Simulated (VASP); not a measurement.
# What goes wrong when the modes of Te2Mo are computed with a bad input

Aim: see how common mistakes in a phonon run show up, on Te2Mo. The starting structure is a measured crystal structure from the Crystallography Open Database.

Main program and level: VASP 6.6.1; Kohn-Sham DFT with plane waves and PAW; LDA.

## 1. The structure

The structure is hexagonal, space group P6_3/mmc (No. 194). The conventional cell has a = 3.518 Å, b = 3.518 Å, c = 13.974 Å, α = 90.00°, β = 90.00°, γ = 120.00°. Nearest to Te lie 3 Mo at 2.72 Å. Mo has 6 Te at 2.72 Å nearest. Farther neighbours and most contacts between anions are not listed.

## 2. Reference modes

The cell comes from a relaxation at this level, not shown (143.91 Å³).

INCAR

```
SYSTEM = Te2Mo
PREC = Accurate
ENCUT = 450
EDIFF = 1E-08
NELM = 100
ISMEAR = 0
SIGMA = 0.03
LREAL = .FALSE.
ALGO = Normal
GGA = CA
NBANDS = 32
LASPH = .TRUE.
LORBIT = 11
LWAVE = .FALSE.
LCHARG = .FALSE.
KPAR = 8
IBRION = 6
NFREE = 2
POTIM = 0.015
NSW = 1
ISIF = 2
```

POSCAR

```
Te2Mo
1.0
    3.4740217847      0.0000000000      0.0000000000
   -1.7370108923      3.0085911189      0.0000000000
    0.0000000000      0.0000000000     13.7687214814
Te Mo
4 2
Direct
    0.6666666667      0.3333333333      0.3806893049
    0.3333333333      0.6666666667      0.8806893049
    0.6666666667      0.3333333333      0.1193106951
    0.3333333333      0.6666666667      0.6193106951
    0.6666666667      0.3333333333      0.7500000000
    0.3333333333      0.6666666667      0.2500000000
```

KPOINTS

```
Automatic mesh
0
Gamma
8 8 2
0 0 0
```

PAW data sets: Te and Mo_sv (LDA family, release 64).

The run is started by

```sh
> mpirun -np 8 vasp_std
```

What it wrote:

```text
[banner, memory and clock lines left out]
running    8 mpi-ranks, on    1 nodes
 distrk:  each k-point on    1 cores,    8 groups
 distr:  one band on    1 cores,    1 groups

 POSCAR found type information on POSCAR TeMo
 POSCAR found :  2 types and       6 ions
|                                                                             |
|           W    W    AA    RRRRR   N    N  II  N    N   GGGG   !!!           |
|           W    W   A  A   R    R  NN   N  II  NN   N  G    G  !!!           |
|           W    W  A    A  R    R  N N  N  II  N N  N  G       !!!           |
|           W WW W  AAAAAA  RRRRR   N  N N  II  N  N N  G  GGG   !            |
|           WW  WW  A    A  R   R   N   NN  II  N   NN  G    G                |
|           W    W  A    A  R    R  N    N  II  N    N   GGGG   !!!           |
|                                                                             |
|     For optimal performance we recommend to set                             |
|       NCORE = 2 up to number-of-cores-per-socket                            |
|     NCORE specifies how many cores store one orbital (NPAR=cpu/NCORE).      |
|     This setting can greatly improve the performance of VASP for DFT.       |
|     The default, NCORE=1 might be grossly inefficient on modern             |
|     multi-core architectures or massively parallel machines. Do your        |
|     Unfortunately you need to use the default for GW and RPA                |
|     calculations (for HF NCORE is supported but not extensively tested      |
|     yet).                                                                   |
|                                                                             |

 LDA part: xc-table for (Slater(with rela. corr.)+CA(PZ))
 , standard interpolation
 POSCAR, INCAR and KPOINTS ok, starting setup
 FFT: planning ... GRIDC
 FFT: planning ... GRID_SOFT
 FFT: planning ... GRID
 WAVECAR not read
 entering main loop
       N       E                     dE             d eps       ncg     rms          rms(c)
DAV:   1     0.391576864698E+03    0.39158E+03   -0.25270E+04  1464   0.131E+03
DAV:   2    -0.203547969025E+02   -0.41193E+03   -0.40221E+03  1584   0.339E+02
DAV:   3    -0.421190031214E+02   -0.21764E+02   -0.21535E+02  1616   0.675E+01
DAV:   4    -0.426119927537E+02   -0.49299E+00   -0.49172E+00  1528   0.102E+01
DAV:   5    -0.426262118193E+02   -0.14219E-01   -0.14215E-01  1672   0.173E+00    0.235E+01
DAV:   6    -0.417135474887E+02    0.91266E+00   -0.69780E+00  1552   0.146E+01    0.897E+00
DAV:   7    -0.416406474669E+02    0.72900E-01   -0.62501E+00  1416   0.112E+01    0.631E+00
DAV:   8    -0.412665827637E+02    0.37406E+00   -0.14315E+00  1472   0.599E+00    0.294E+00
DAV:   9    -0.412700866280E+02   -0.35039E-02   -0.19800E-01  1648   0.207E+00    0.128E+00
DAV:  10    -0.412619775841E+02    0.81090E-02   -0.48276E-02  1544   0.124E+00    0.323E-01
DAV:  11    -0.412621177181E+02   -0.14013E-03   -0.26046E-03  1624   0.249E-01    0.272E-01
DAV:  12    -0.412620982197E+02    0.19498E-04   -0.34112E-04  1520   0.817E-02    0.172E-01
DAV:  13    -0.412620422041E+02    0.56016E-04   -0.13943E-04  1600   0.690E-02    0.903E-02
DAV:  14    -0.412620372178E+02    0.49863E-05   -0.17154E-05  1648   0.168E-02    0.474E-02
DAV:  15    -0.412620367501E+02    0.46766E-06   -0.78907E-07  1472   0.472E-03    0.294E-02
DAV:  16    -0.412620358126E+02    0.93757E-06   -0.19699E-06  1568   0.727E-03    0.156E-02
DAV:  17    -0.412620356342E+02    0.17840E-06   -0.64753E-07  1600   0.368E-03    0.290E-03
DAV:  18    -0.412620356133E+02    0.20911E-07   -0.61216E-08  1480   0.114E-03    0.164E-03
DAV:  19    -0.412620356084E+02    0.48958E-08   -0.19528E-08   960   0.764E-04
   1 F= -.41262036E+02 E0= -.41262036E+02  d E =-.891503E-52
[... from here on, the cycles between the ionic steps are left out ...]
   2 F= -.41261241E+02 E0= -.41261241E+02  d E =-.249871E-52
   3 F= -.41261241E+02 E0= -.41261241E+02  d E =-.224268E-53
   4 F= -.41260598E+02 E0= -.41260598E+02  d E =-.130952E-52
   5 F= -.41260573E+02 E0= -.41260573E+02  d E =-.649124E-53
   6 F= -.41260381E+02 E0= -.41260381E+02  d E =-.132904E-50
   7 F= -.41260381E+02 E0= -.41260381E+02  d E =-.175051E-11
   8 F= -.41259549E+02 E0= -.41259549E+02  d E =-.581766E-49
 Finite differences progress:
  Degree of freedom:   4/  4
  Displacement:        1/  2
  Total:               7/  8
 bond charge predicted
       N       E                     dE             d eps       ncg     rms          rms(c)
DAV:   1    -0.412393242063E+02    0.20225E-01   -0.69171E+00  1280   0.190E+01    0.602E-01
DAV:   2    -0.412598635726E+02   -0.20539E-01   -0.21866E-01  1472   0.258E+00    0.161E-01
DAV:   3    -0.412595654969E+02    0.29808E-03   -0.27101E-03  1592   0.305E-01    0.127E-01
DAV:   4    -0.412595696637E+02   -0.41668E-05   -0.59089E-04  1512   0.123E-01    0.723E-02
DAV:   5    -0.412595539825E+02    0.15681E-04   -0.48740E-05  1600   0.405E-02    0.459E-02
DAV:   6    -0.412595500198E+02    0.39627E-05   -0.12927E-05  1632   0.209E-02    0.229E-02
DAV:   7    -0.412595493379E+02    0.68189E-06   -0.79896E-06  1672   0.165E-02    0.857E-03
DAV:   8    -0.412595492840E+02    0.53878E-07   -0.93412E-07  1664   0.657E-03    0.671E-03
DAV:   9    -0.412595492458E+02    0.38201E-07   -0.19166E-07  1464   0.254E-03    0.427E-03
DAV:  10    -0.412595492180E+02    0.27830E-07   -0.95529E-08  1400   0.147E-03    0.183E-03
DAV:  11    -0.412595492145E+02    0.35016E-08   -0.33201E-08  1256   0.879E-04
   9 F= -.41259549E+02 E0= -.41259549E+02  d E =-.354716E-50
 Finite differences progress:
  Degree of freedom:   4/  4
  Displacement:        2/  2
  Total:               8/  8
```

Run time: 2.2 min. Hardware: 8 MPI ranks of Intel Xeon 6975P-C (Granite Rapids), shared host; peak memory 3.9 GiB.

Lines that name or quote the potential files are left out of all logs, and their timing lines are given in words.

From OUTCAR (step 2):

```text
ion  position               nearest neighbor table
   1  0.667  0.333  0.381-   6 2.69   6 2.69   6 2.69   3 3.60
   2  0.333  0.667  0.881-   5 2.69   5 2.69   5 2.69   4 3.60
   3  0.667  0.333  0.119-   6 2.69   6 2.69   6 2.69   1 3.60
   4  0.333  0.667  0.619-   5 2.69   5 2.69   5 2.69   2 3.60
   5  0.667  0.333  0.750-   2 2.69   4 2.69   2 2.69   4 2.69   2 2.69   4 2.69
   6  0.333  0.667  0.250-   1 2.69   3 2.69   1 2.69   3 2.69   1 2.69   3 2.69

  LATTYP: Found a hexagonal cell.
 ALAT       =     3.4740217847
 C/A-ratio  =     3.9633376918

 Subroutine GETGRP returns: Found 24 space group operations
 (whereof 12 operations were pure point group operations)

The static configuration has the point symmetry D_3d.
 The point group associated with its full space group is D_6h.

 Found     20 irreducible k-points:

   k-points           NKPTS =     20   k-points in BZ     NKDIM =     20   number of bands    NBANDS=     32

   dimension x,y,z NGX =    24 NGY =   24 NGZ =   96
   dimension x,y,z NGXF=    48 NGYF=   48 NGZF=  192

   ENCUT  =  450.0 eV  33.07 Ry    5.75 a.u.   6.01  6.01 23.82*2*pi/ulx,y,z

   NELECT =      52.0000    total number of electrons

 k-points in reciprocal lattice and weights: Automatic mesh
   0.00000000  0.00000000  0.00000000       0.008
   0.12500000  0.00000000  0.00000000       0.047
   0.25000000  0.00000000  0.00000000       0.047
   0.37500000  0.00000000  0.00000000       0.047
   0.50000000  0.00000000  0.00000000       0.023
   0.12500000  0.12500000  0.00000000       0.047
   0.25000000  0.12500000  0.00000000       0.094
   0.37500000  0.12500000  0.00000000       0.094
   0.25000000  0.25000000  0.00000000       0.047
[...]
0.25000000  0.25000000  0.50000000       0.047
   0.37500000  0.25000000  0.50000000       0.047

 average (electrostatic) potential at core
       1 -86.4540       2 -86.4661       3 -86.4589       4 -86.4473       5 -72.9612
       6 -72.9611

 E-fermi :   8.8805

 k-point     1 :       0.0000    0.0000    0.0000
  band No.  band energies     occupation
    ...
     22       7.4984      2.00000
     23       7.5386      2.00000
     24       7.5386      2.00000
     25       8.3124      2.00000
     26       8.5698      2.00000
     27      11.5606      0.00000
     28      11.5606      0.00000
     29      11.7139      0.00000
     30      11.7139      0.00000
     31      11.7995      0.00000
    ...

 k-point     2 :       0.1250    0.0000    0.0000
  band No.  band energies     occupation
    ...
     22       7.2636      2.00000
     23       7.4177      2.00000
     24       7.4564      2.00000
     25       8.3105      2.00000
     26       8.5249      2.00000
     27      10.8768      0.00000
     28      10.9586      0.00000
     29      10.9835      0.00000
     30      11.0437      0.00000
     31      11.2862      0.00000
    ...

 k-point     3 :       0.2500    0.0000    0.0000
  band No.  band energies     occupation
    ...
     22       7.3362      2.00000
     23       7.3662      2.00000
     24       7.4261      2.00000
     25       7.5914      2.00000
     26       7.7442      2.00000
     27       9.7400      0.00000
     28      10.3514      0.00000
     29      10.4667      0.00000
     30      10.5428      0.00000
     31      10.8396      0.00000
    ...

  Total        0.0141664      0.0141664      0.0014027      0.0000000      0.0000000      0.0000000
  in kB        0.1577181      0.1577181      0.0156161      0.0000000      0.0000000      0.0000000
  external PRESSURE =       0.1103508 kB  Pullay stress =       0.0000000 kB

  energy-cutoff  :      450.00
  volume of cell :      143.91
      direct lattice vectors                 reciprocal lattice vectors
     3.474021785  0.000000000  0.000000000     0.287850814  0.166190745  0.000000000
    -1.737010892  3.008591119  0.000000000     0.000000000  0.332381490  0.000000000
     0.000000000  0.000000000 13.768721481     0.000000000  0.000000000  0.072628385

 POSITION                                       TOTAL-FORCE (eV/Angst)
 -----------------------------------------------------------------------------------
      1.73701      1.00286      5.24161         0.000000     -0.000000      0.002336
     -0.00000      2.00573     12.12597         0.000000     -0.000000     -0.159839
      1.73701      1.00286      1.64276         0.000000     -0.000000      0.001687
     -0.00000      2.00573      8.52712         0.000000      0.000000     -0.167214
      1.73701      1.00286     10.31154        -0.000000      0.000000      0.331618
     -0.00000      2.00573      3.44218        -0.000000     -0.000000     -0.008587
 -----------------------------------------------------------------------------------
    total drift:                                0.000000     -0.000000     -0.000072

  FREE ENERGIE OF THE ION-ELECTRON SYSTEM (eV)
  ---------------------------------------------------
  free  energy   TOTEN  =       -41.2595492145 eV

  energy  without entropy=      -41.2595492145  energy(sigma->0) =      -41.25954921

 Eigenvectors and eigenvalues of the dynamical matrix
 ----------------------------------------------------

   1 f  =    8.879525 THz    55.791700 2PiTHz  296.189064 cm-1    36.722747 meV
             X         Y         Z           dx          dy          dz
      1.737011  1.002864  5.241605    -0.000000   -0.000000   -0.260756
     -0.000000  2.005727 12.125966    -0.000000   -0.000000    0.260756
      1.737011  1.002864  1.642756    -0.000000   -0.000000   -0.260756
     -0.000000  2.005727  8.527116    -0.000000   -0.000000    0.260756
      1.737011  1.002864 10.326541    -0.000000   -0.000000   -0.603334
     -0.000000  2.005727  3.442180     0.000000    0.000000    0.603334

   2 f  =    8.688265 THz    54.589982 2PiTHz  289.809340 cm-1    35.931762 meV
             X         Y         Z           dx          dy          dz
      1.737011  1.002864  5.241605    -0.000000    0.000000    0.261369
     -0.000000  2.005727 12.125966    -0.000000    0.000000    0.261369
      1.737011  1.002864  1.642756    -0.000000    0.000000    0.261369
     -0.000000  2.005727  8.527116    -0.000000    0.000000    0.261369
      1.737011  1.002864 10.326541    -0.000000    0.000000   -0.602803
     -0.000000  2.005727  3.442180     0.000000   -0.000000   -0.602803

   3 f  =    7.160537 THz    44.990979 2PiTHz  238.849793 cm-1    29.613587 meV
             X         Y         Z           dx          dy          dz
      1.737011  1.002864  5.241605    -0.100075   -0.239029   -0.000000
     -0.000000  2.005727 12.125966     0.100075    0.239029   -0.000000
      1.737011  1.002864  1.642756    -0.100075   -0.239029    0.000000
     -0.000000  2.005727  8.527116     0.100075    0.239029    0.000000
      1.737011  1.002864 10.326541    -0.233542   -0.557816    0.000000
     -0.000000  2.005727  3.442180     0.233542    0.557816   -0.000000

   4 f  =    7.160537 THz    44.990979 2PiTHz  238.849793 cm-1    29.613587 meV
             X         Y         Z           dx          dy          dz
      1.737011  1.002864  5.241605    -0.239029    0.100075    0.000000
     -0.000000  2.005727 12.125966     0.239029   -0.100075    0.000000
      1.737011  1.002864  1.642756    -0.239029    0.100075   -0.000000
     -0.000000  2.005727  8.527116     0.239029   -0.100075    0.000000
      1.737011  1.002864 10.326541    -0.557816    0.233542    0.000000
     -0.000000  2.005727  3.442180     0.557816   -0.233542    0.000000

   5 f  =    7.157340 THz    44.970893 2PiTHz  238.743164 cm-1    29.600366 meV
             X         Y         Z           dx          dy          dz
      1.737011  1.002864  5.241605     0.100913    0.241030    0.000000
     -0.000000  2.005727 12.125966     0.100913    0.241030   -0.000000
      1.737011  1.002864  1.642756     0.100913    0.241030    0.000000
     -0.000000  2.005727  8.527116     0.100913    0.241030    0.000000
      1.737011  1.002864 10.326541    -0.232821   -0.556091   -0.000000
     -0.000000  2.005727  3.442180    -0.232821   -0.556091    0.000000

   6 f  =    7.157340 THz    44.970893 2PiTHz  238.743164 cm-1    29.600366 meV
             X         Y         Z           dx          dy          dz
      1.737011  1.002864  5.241605     0.241030   -0.100913   -0.000000
     -0.000000  2.005727 12.125966     0.241030   -0.100913   -0.000000
      1.737011  1.002864  1.642756     0.241030   -0.100913    0.000000
     -0.000000  2.005727  8.527116     0.241030   -0.100913   -0.000000
      1.737011  1.002864 10.326541    -0.556091    0.232821   -0.000000
     -0.000000  2.005727  3.442180    -0.556091    0.232821   -0.000000

   7 f  =    5.337057 THz    33.533721 2PiTHz  178.025073 cm-1    22.072286 meV
             X         Y         Z           dx          dy          dz
      1.737011  1.002864  5.241605    -0.000000    0.000000    0.500000
     -0.000000  2.005727 12.125966     0.000000    0.000000    0.500000
      1.737011  1.002864  1.642756    -0.000000   -0.000000   -0.500000
     -0.000000  2.005727  8.527116     0.000000    0.000000   -0.500000
      1.737011  1.002864 10.326541    -0.000000   -0.000000   -0.000000
     -0.000000  2.005727  3.442180    -0.000000    0.000000   -0.000000

   8 f  =    5.226587 THz    32.839618 2PiTHz  174.340192 cm-1    21.615419 meV
             X         Y         Z           dx          dy          dz
      1.737011  1.002864  5.241605     0.000000    0.000000    0.500000
     -0.000000  2.005727 12.125966     0.000000    0.000000   -0.500000
      1.737011  1.002864  1.642756     0.000000    0.000000   -0.500000
     -0.000000  2.005727  8.527116     0.000000    0.000000    0.500000
      1.737011  1.002864 10.326541    -0.000000    0.000000   -0.000000
     -0.000000  2.005727  3.442180    -0.000000    0.000000   -0.000000

   9 f  =    3.625265 THz    22.778214 2PiTHz  120.925834 cm-1    14.992886 meV
             X         Y         Z           dx          dy          dz
      1.737011  1.002864  5.241605    -0.193096   -0.461209    0.000000
     -0.000000  2.005727 12.125966    -0.193096   -0.461209    0.000000
      1.737011  1.002864  1.642756     0.193096    0.461209   -0.000000
     -0.000000  2.005727  8.527116     0.193096    0.461209   -0.000000
      1.737011  1.002864 10.326541    -0.000000   -0.000000   -0.000000
     -0.000000  2.005727  3.442180     0.000000   -0.000000   -0.000000

  10 f  =    3.625265 THz    22.778214 2PiTHz  120.925834 cm-1    14.992886 meV
             X         Y         Z           dx          dy          dz
      1.737011  1.002864  5.241605    -0.461209    0.193096   -0.000000
     -0.000000  2.005727 12.125966    -0.461209    0.193096   -0.000000
      1.737011  1.002864  1.642756     0.461209   -0.193096   -0.000000
     -0.000000  2.005727  8.527116     0.461209   -0.193096    0.000000
      1.737011  1.002864 10.326541    -0.000000    0.000000   -0.000000
     -0.000000  2.005727  3.442180     0.000000   -0.000000   -0.000000

  11 f  =    3.558229 THz    22.357012 2PiTHz  118.689743 cm-1    14.715646 meV
             X         Y         Z           dx          dy          dz
      1.737011  1.002864  5.241605    -0.193091   -0.461212    0.000000
     -0.000000  2.005727 12.125966     0.193091    0.461212   -0.000000
      1.737011  1.002864  1.642756     0.193091    0.461212   -0.000000
     -0.000000  2.005727  8.527116    -0.193091   -0.461212    0.000000
      1.737011  1.002864 10.326541    -0.000000   -0.000000    0.000000
     -0.000000  2.005727  3.442180    -0.000000    0.000000    0.000000

  12 f  =    3.558229 THz    22.357012 2PiTHz  118.689743 cm-1    14.715646 meV
             X         Y         Z           dx          dy          dz
      1.737011  1.002864  5.241605    -0.461212    0.193091    0.000000
     -0.000000  2.005727 12.125966     0.461212   -0.193091   -0.000000
      1.737011  1.002864  1.642756     0.461212   -0.193091    0.000000
     -0.000000  2.005727  8.527116    -0.461212    0.193091    0.000000
      1.737011  1.002864 10.326541     0.000000    0.000000    0.000000
     -0.000000  2.005727  3.442180     0.000000    0.000000    0.000000

  13 f  =    1.169934 THz     7.350911 2PiTHz   39.024793 cm-1     4.838456 meV
             X         Y         Z           dx          dy          dz
      1.737011  1.002864  5.241605    -0.000000   -0.000000    0.426622
     -0.000000  2.005727 12.125966     0.000000    0.000000   -0.426622
      1.737011  1.002864  1.642756    -0.000000   -0.000000    0.426622
     -0.000000  2.005727  8.527116     0.000000    0.000000   -0.426622
      1.737011  1.002864 10.326541     0.000000    0.000000   -0.368765
     -0.000000  2.005727  3.442180    -0.000000   -0.000000    0.368765
    [... 42 further lines ...]
     -0.000000  2.005727  8.527116    -0.172400   -0.389871    0.000000
      1.737011  1.002864 10.326541    -0.149449   -0.337968    0.000000
     -0.000000  2.005727  3.442180    -0.149449   -0.337968    0.000000

 ELASTIC MODULI CONTR FROM IONIC RELAXATION (kBar)
 Direction    XX          YY          ZZ          XY          YZ          ZX
 --------------------------------------------------------------------------------
 XX        -340.2424   -177.8985   -670.0374     -0.0000     -0.0000     -0.0000
 YY        -177.8985   -340.2424   -670.0374     -0.0000     -0.0000     -0.0000
 ZZ        -670.0374   -670.0374  -1732.9269     -0.0000      0.0000     -0.0000
 XY          -0.0000     -0.0000     -0.0000    -81.1720     -0.0000      0.0000
 YZ          -0.0000     -0.0000      0.0000     -0.0000   -794.8462     -0.0000
 ZX          -0.0000     -0.0000     -0.0000      0.0000     -0.0000   -794.8463
 --------------------------------------------------------------------------------

 total charge
# of ion       s       p       d       tot
------------------------------------------
    1        1.392   1.994   0.073   3.459
    2        1.392   1.994   0.073   3.459
    3        1.392   1.994   0.073   3.459
    4        1.392   1.994   0.073   3.459
    5        2.264   6.155   4.041  12.460
    6        2.264   6.155   4.041  12.460
--------------------------------------------------
tot         10.095  20.288   8.373  38.756

[... 3 further parts left out ...]
```

The last energy, forces, stress and levels in OUTCAR belong to the last displaced cell, not to the cell of POSCAR.

Reference: the zone-centre modes are B1g (2) 296.2, A2u 289.8, A1g 178.0, B2u 174.3, E1g 120.9, E2u 118.7, B1g (1) 39.0, E2g 29.0 cm⁻¹ (levels within 1 cm⁻¹ of another are left out).

(Part 1 of 2 ends here.)

[Lines on the potential files, build, host, timing and source positions are cut from VASP's logs without a mark.]

[Logs are printed without paths, hosts, clocks, repeated set-up lines and the standing remarks that a program may print on its own settings, such as how far it seeks lower states.]

[Hosts, paths, dates, database ids (printed as entryN), source tags and the programs' standing remarks are cut or masked in the printed files.]
